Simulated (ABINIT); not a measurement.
Crystal: Ni.

```
Ni
1.0
     0.00000    1.73757    1.73757
     1.73757    0.00000    1.73757
     1.73757    1.73757    0.00000
Ni
1
Cartesian
  0.0000 0.0000 0.0000
```

Base run:

```yaml
Program: ABINIT 10.8.3 (patched build)
Functional: AM05
Potentials_or_basis: JTH PAW PBE v2.0
Cutoff: 1333 eV
k_mesh: 13 × 13 × 13
Occupations: fermi-dirac, width 0.05 eV
Spin: collinear spin, ferromagnetic start
Starting_moments: "[1.0] μB"
```

Its results: band gap on the k mesh none (metal or under the smearing width); pressure -2.7 GPa; net moment 0.63 μB per cell; site moments Ni +0.66 μB.

The run is repeated on the same cell with these changes: functional from AM05 to LDA. What comes out?

Band gap on the k mesh none (metal or under the smearing width); pressure -9.6 GPa; net moment 0.62 μB per cell; site moments Ni +0.65 μB.

LDA binds more tightly than AM05, so the same cell stands under less pressure.

Caveats: the PAW data sets were made with another functional, which shifts forces and pressure a little.
